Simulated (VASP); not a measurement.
Runs of VASP 6.6.1 on Ag. Symmetry: Im-3m, No. 229, cubic system. Conventional cell: a = 3.223 Å, b = 3.223 Å, c = 3.223 Å, α = 90.00°, β = 90.00°, γ = 90.00°. Around Ag (site symmetry m-3m) lie 8 Ag at 2.79 Å. This isn't the form of Ag at room conditions, which is fcc.

```tsv
level	k mesh	cutoff (eV)	smearing	further INCAR settings	gap on the mesh (eV)	pressure (GPa)
PBEsol	18 × 18 × 18	700	gaussian 0.1 eV	ALGO = Fast; EDIFF = 1e-06	none	0.2
r2SCAN	18 × 18 × 18	520	gaussian 0.1 eV	ALGO = Normal; EDIFF = 1e-06	none	(a)
PBEsol	18 × 18 × 18	520	gaussian 0.5 eV	ALGO = Fast; EDIFF = 1e-06	none	0.2
PBEsol	28 × 28 × 28	520	gaussian 0.1 eV	ALGO = Fast; EDIFF = 1e-06	none	0.1
PBEsol	18 × 18 × 18	900	gaussian 0.1 eV	ALGO = Fast; EDIFF = 1e-06	none	0.2
```

Alike in all rows: task single point; potentials or basis VASP PAW PBE potentials, release 64 (Ag); no spin polarisation; cell as given.

Q: Estimate the missing entries.

A: (a) 4.8.

Caveats: the PAW data sets were made with another functional, which shifts forces and pressure a little.

A k mesh can miss the band edges, and the runs leave out spin-orbit coupling on Ag.

A gap of «none» marks a metal or a gap under the smearing width.
